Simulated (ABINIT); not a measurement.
# Co (P6_3/mmc) in ABINIT: further runs, part 2 of 2

ABINIT 10.8.3 (patched build).

## (5) Single point, PBEsol, collinear spin, ferromagnetic start

File run.abi:

```
# Pseudopotentials
pp_dirpath "./"
pseudos "Co.GGA_PBE-JTH.xml"

# Structure
acell 3*1.0 Angstrom
rprim
     2.4719999032     0.0000000000     0.0000000000
    -1.2359999516     2.1408147143     0.0000000000
     0.0000000000     0.0000000000     4.0211440800
ntypat 1
znucl 27
natom 2
typat 1 1
xred
     0.6666666667     0.3333333333     0.7500000000
     0.3333333333     0.6666666667     0.2500000000

# Plane-wave basis
ecut 26.0
pawecutdg 48.0

# k points
kptopt 1
ngkpt 7 7 4
nshiftk 1
shiftk 0.0 0.0 0.0

# Exchange and correlation
ixc -116133

# Bands and occupations
nband 22
occopt 3
tsmear 0.05 eV

# Spin
nsppol 2
spinat
     0.0000000000     0.0000000000     2.0000000000
     0.0000000000     0.0000000000     2.0000000000

# SCF cycle
nstep 100
tolvrs 1.0e-9

# Output
iomode 3
prtwf 0
prtden 0
prteig 0
prtebands 0
enunit 1
prtvol 2
```

Potentials or basis: JTH PAW PBE v2.0.

Launch:

```sh
> abinit run.abi > log 2>&1
```

run.abo:

```text
.Version 10.8.3 of ABINIT
 Symmetries : space group P6_3/m m c (#194); Bravais hP (primitive hexag.)
================================================================================
 Values of the parameters that define the memory need of the present run
     intxc =       0    ionmov =       0      iscf =      17    lmnmax =      18
     lnmax =       6     mgfft =      36  mpssoang =       3    mqgrid =    3001
     natom =       2  nloc_mem =       2    nspden =       2   nspinor =       1
    nsppol =       2      nsym =      24    n1xccc =       1    ntypat =       1
    occopt =       3   xclevel =       2
       mpw =         924          nfft =       20736          nkpt =          24
 PAW method is used; the additional fine FFT grid is defined by:
   mgfftf=        48    nfftf =     43200
================================================================================
================================================================================

--------------------------------------------------------------------------------
------------- Echo of variables that govern the present computation ------------
--------------------------------------------------------------------------------
 -outvars: echo values of preprocessed input variables --------
            acell      1.8897261259E+00  1.8897261259E+00  1.8897261259E+00 Bohr
              amu      5.89332000E+01
             ecut      2.60000000E+01 Hartree
           enunit           1
              ixc     -116133
         kptrlatt        7    0    0      0    7    0      0    0    4
          kptrlen      3.03954441E+01
            natom           2
            nband          22
            ngfft          24      24      36
          ngfftdg          30      30      48
             nkpt          24
           nspden           2
           nsppol           2
            nstep         100
             nsym          24
           ntypat           1
           occopt           3
        pawecutdg      4.80000000E+01 Hartree
         pawxcdev           0
           prtden           0
        prtebands           0
           prteig           0
           prtvol           2
            prtwf           0
            rprim      2.4719999032E+00  0.0000000000E+00  0.0000000000E+00
                      -1.2359999516E+00  2.1408147143E+00  0.0000000000E+00
                       0.0000000000E+00  0.0000000000E+00  4.0211440800E+00
          spgroup         194
           spinat      0.0000000000E+00  0.0000000000E+00  2.0000000000E+00
[... 565 lines left out ...]
)     Minimum=   -3.7932E-03  at reduced coord.    0.6667    0.3333    0.1250
)Next minimum=   -3.7932E-03  at reduced coord.    0.6667    0.3333    0.3750
   Integrated=    3.1107E+00
 Relative magnetization (=zeta, between -1 and 1)
)     Maximum=    1.1962E-01  at reduced coord.    0.6667    0.3333    0.7500
)Next maximum=    1.1962E-01  at reduced coord.    0.3333    0.6667    0.2500
)     Minimum=   -9.0912E-02  at reduced coord.    0.0000    0.0000    0.0000
)Next minimum=   -9.0912E-02  at reduced coord.    0.0000    0.0000    0.5000

--- !EnergyTerms
iteration_state     : {dtset: 1, }
comment             : Components of total free energy in Hartree
kinetic             :  2.35825010335607E+01
hartree             :  6.79351772959158E+01
xc                  : -6.28244253349029E+00
Ewald energy        : -2.00818620303177E+02
psp_core            :  7.15981754380541E+00
local_psp           : -2.35302404100454E+02
PAW spherical_terms :  5.10917888696183E+01
internal            : -2.92634182194221E+02
'-kT*entropy'       : -5.80037269818818E-04
total_energy        : -2.92634762231491E+02
total_energy_eV     : -7.96299754408192E+03
...

--- !EnergyTermsDC
iteration_state     : {dtset: 1, }
comment             : '"Double-counting" decomposition of free energy'
band_energy         : -2.32892030071169E+01
Ewald energy        : -2.00818620303177E+02
psp_core            :  7.15981754380541E+00
xc_dc               : -6.60023609050006E+01
PAW spherical_terms : -9.68381586431153E+00
internal            : -2.92634182535801E+02
'-kT*entropy'       : -5.80037269818818E-04
total_energy_dc     : -2.92634762573070E+02
total_energy_dc_eV  : -7.96299755337676E+03
...

--- !EnergyTermsWithPAWCore
iteration_state     : {dtset: 1, }
comment             : 'Components of total free energy, including PAW core contributions'
Total energy        : -2.78446140635717E+03
Total energy DC     : -2.78446140669875E+03
Total energy (eV)   : -7.57690548154125E+04
Total energy DC (eV): -7.57690548247074E+04
...

 Cartesian components of stress tensor (hartree/bohr^3)
  sigma(1 1)=  1.63000408E-04  sigma(3 2)=  0.00000000E+00
  sigma(2 2)=  1.63000409E-04  sigma(3 1)=  0.00000000E+00
  sigma(3 3)=  2.33716477E-04  sigma(2 1)=  0.00000000E+00

-Cartesian components of stress tensor (GPa)         [Pressure= -5.4892E+00 GPa]
- sigma(1 1)=  4.79563758E+00  sigma(3 2)=  0.00000000E+00
- sigma(2 2)=  4.79563761E+00  sigma(3 1)=  0.00000000E+00
- sigma(3 3)=  6.87617615E+00  sigma(2 1)=  0.00000000E+00

== END DATASET(S) ==============================================================
================================================================================

 -outvars: echo values of variables after computation  --------
            acell      1.8897261259E+00  1.8897261259E+00  1.8897261259E+00 Bohr
           etotal     -2.9263476257E+02
            fcart     -2.8820520711E-29  4.9918606173E-29 -0.0000000000E+00
                       2.8820520711E-29 -4.9918606173E-29 -0.0000000000E+00
            rprim      2.4719999032E+00  0.0000000000E+00  0.0000000000E+00
                      -1.2359999516E+00  2.1408147143E+00  0.0000000000E+00
                       0.0000000000E+00  0.0000000000E+00  4.0211440800E+00
           strten      1.6300040818E-04  1.6300040930E-04  2.3371647678E-04
                       0.0000000000E+00  0.0000000000E+00  0.0000000000E+00
           xangst      1.2359999516E+00  7.1360490477E-01  3.0158580600E+00
                       3.2314526188E-17  1.4272098095E+00  1.0052860200E+00
             xred      6.6666666667E-01  3.3333333333E-01  7.5000000000E-01
                       3.3333333333E-01  6.6666666667E-01  2.5000000000E-01
 Calculation completed.
```

It took 61 s on 1 thread of Arm Neoverse V1, shared host; peak memory 0.14 GiB.

Results:

```
Free energy                                           : -7962.9976 eV
Pressure                                              : -5.5 GPa
Band gap on the k mesh                                : none (metal or under the smearing width)
Net moment                                            : 3.11 μB per cell
Site moments                                          : Co +1.63 μB
Valence electrons inside the program's atomic spheres : Co 15.57 (radii [1.1161] Å)
```

Caveat: the k mesh is coarse (spacing up to 0.42 Å⁻¹), so the values aren't converged; the PAW data sets were made with another functional, which shifts forces and pressure a little.

## (6) The runs side by side

```csv
level,potentials or basis,k mesh,cutoff (eV),fine-grid cutoff,mesh quality,gap on the mesh (eV),pressure (GPa),moment (μB)
PBEsol,JTH PAW PBE v2.0,10 × 10 × 6,707,1306.15 eV,not flagged,none,-4.0,3.29
PBE,JTH PAW PBE v2.0,5 × 5 × 3,707,1306.15 eV,coarse,none,7.2,3.49
LDA,JTH PAW LDA v2.0,10 × 10 × 6,544,1088.46 eV,not flagged,none,-,3.21
PBEsol,JTH PAW PBE v2.0,7 × 7 × 4,707,1306.15 eV,coarse,none,-5.5,3.11
```

Alike in all rows: task single point; spin collinear, ferromagnetic start; cell as given; smearing fermi-dirac 0.05 eV.

Caveats: some runs use coarse meshes; the PAW data sets were made with another functional, which shifts forces and pressure a little (some runs).

Total energies depend on the potentials used, so only differences within one code and one set of settings carry meaning.
